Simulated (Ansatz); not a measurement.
**In: computed properties**

The calculation used DFT PBE, scalar-relativistic, plane waves, PAW in Ansatz 0.2.0.

Plane waves to 420 eV, a k mesh through Γ of 22×22×22 on the computed 1-atom cell and Gaussian smearing (0.10 eV); no spin polarisation.

The structure is relaxed at this level of theory with its symmetry kept, and needn't be the ground state of this composition.

```cif
data_structure
_symmetry_space_group_name_H-M 'I4/mmm'
_symmetry_Int_Tables_number 139
_cell_length_a 3.4411
_cell_length_b 3.4411
_cell_length_c 4.6481
_cell_angle_alpha 90.000
_cell_angle_beta 90.000
_cell_angle_gamma 90.000
_cell_volume 55.04
loop_
_atom_site_label
_atom_site_type_symbol
_atom_site_symmetry_multiplicity
_atom_site_Wyckoff_symbol
_atom_site_fract_x
_atom_site_fract_y
_atom_site_fract_z
_atom_site_occupancy
In1 In 2 a 0.00000 0.00000 0.00000 1
```

(1) Energy over the standard state (uncorrected)?

(2) Kohn–Sham band gap?

(3) Density of states at the Fermi level?

(4) Orbital (Löwdin) character within 0.5 eV of the Fermi level?

(5) Bader charge by site (e)?

Answers

(1) -0.001 eV/atom.

(2) none (metal).

(3) 0.4 states/eV per cell.

(4) In 5p 69 %, In 5s 29 %.

(5) In (1 in the cell) 0.00.

The cell was reached from a generator's guess, though it ends in a space group that the Crystallography Open Database lists for this formula. Löwdin shares on free-atom orbitals overweight diffuse shells.
